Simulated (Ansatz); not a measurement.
# ZrS2: response to biaxial strain in the a-b plane

An exercise on one series of results from a longer session: the logs are not shown, and one member is left open.

Method: DFT r2SCAN, scalar-relativistic, plane waves, PAW, in Ansatz 0.2.0.

2 further runs of the same task are left out: 2 set aside as unsound or not needed.

## Starting point

The structure is trigonal, space group P-3m1 (No. 164). The conventional cell has a = 3.691 Å, b = 3.691 Å, c = 6.096 Å, α = 90.00°, β = 90.00°, γ = 120.00°. Around Zr (site symmetry -3m) lie 6 S at 2.57 Å. S (site symmetry 3m) is surrounded by 3 Zr at 2.57 Å.

As a file:

```cif
data_structure
_symmetry_space_group_name_H-M 'P 1'
_symmetry_Int_Tables_number 1
_cell_length_a 3.6910
_cell_length_b 3.6910
_cell_length_c 6.0963
_cell_angle_alpha 90.000
_cell_angle_beta 90.000
_cell_angle_gamma 120.000
_cell_volume 71.93
loop_
_atom_site_label
_atom_site_type_symbol
_atom_site_fract_x
_atom_site_fract_y
_atom_site_fract_z
_atom_site_occupancy
Zr1 Zr 0.00000 0.00000 0.00000 1
S1 S 0.66667 0.33333 0.76433 1
S2 S 0.33333 0.66667 0.23567 1
```

It goes back to an entry of the Materials Project.

This cell was relaxed beforehand with the same method: volume 23.98 Å³/atom, gap on the mesh 1.37 eV.

The unstrained cell was computed beforehand with the same settings: E(σ→0) = -6012.0467 eV for 3 atoms, gap 1.37 eV over the zone.

The first run:

File input.yaml:

```yaml
crystal:
  lattice:
    - [3.6540934813, 0.0, 0.0]
    - [-1.8270467406, 3.1645377826, 0.0]
    - [0.0, 0.0, 6.1328935526]
  atoms:
    - { symbol: Zr, position: [0.0, 0.0, 0.0] }
    - { symbol: S, position: [0.6666666667, 0.3333333333, 0.7643318276] }
    - { symbol: S, position: [0.3333333333, 0.6666666667, 0.2356681724] }
basis:
  ecutwfc: 500
kpoints:
  mp_grid: { grid: [12, 12, 6] }
hamiltonian:
  xc: r2scan
scf:
  occupations: { method: gaussian, width: 0.02 }
output:
  forces: true
  stress: true
  eigenvalues: true
relax:
  adjacent_minimum: "off"
  f_tol: 0.008
  max_steps: 40
  cell: { stress_tol: 0.015, fix: [a, b, gamma] }
```

Command:

```
$ ansatz run input.yaml --threads 1 --pin off --max-ram 2560MiB --backend cpu --events-out ev --progress --plain --runs-dir out
```

Steps of the session up to this table: Strain -1.0 %; Band edges over the zone at -1.0 %; The cell strained by +1.0 %; Band edges over the zone at +1.0 %; At -2.0 %; Band edges over the zone at -2.0 %; The cell strained by +2.0 %; Band edges over the zone at +2.0 %; The cell strained by -3.0 %; Band edges over the zone at -3.0 %; Strain +3.0 %; The gap over the whole zone at +3.0 %.

One of the session's tables, all rows but one given; the rest of the session is left out.

Lengths are those of the vectors of the cell that was run; stresses in GPa:

| strain (%) | ΔE (meV/atom) | a (Å) | b (Å) | c (Å) |
| --- | --- | --- | --- | --- |
| -3.0 | 22.8 | 3.580 | 3.580 | 6.169 |
| -2.0 | 9.9 | 3.617 | 3.617 | 6.147 |
| -1.0 | ? | ? | ? | ? |
| +0.0 | 0.0 | 3.691 | 3.691 | 6.096 |
| +1.0 | 2.3 | 3.728 | 3.728 | 6.073 |
| +2.0 | 9.1 | 3.765 | 3.765 | 6.045 |
| +3.0 | 20.1 | 3.802 | 3.802 | 6.016 |

Q: Estimate the row for strain (%) = -1.0 from the others.

Worked estimate for «ΔE (meV/atom)». A straight line through the neighbours (-2.0, 9.9) and (0.0, 0.0) gives 9.9 + (0.0 − 9.9) × (-1.0 + 2.0) / (0.0 + 2.0) = 5.0; a parabola fitted to 4 rows on both sides gives 2.4.

**Answer.** ΔE (meV/atom): 2.4; a (Å): 3.654; b (Å): 3.654; c (Å): 6.127. In «ΔE (meV/atom)» the line misses by +2.6 and the parabola by 0.0.

ΔE is over the unstrained cell. Stress in GPa, positive in compression, on the Cartesian axes of the input.

To keep in mind: Layers here are held mostly by dispersion, which this level lacks, so their spacing and the stiffness across them are unreliable there.
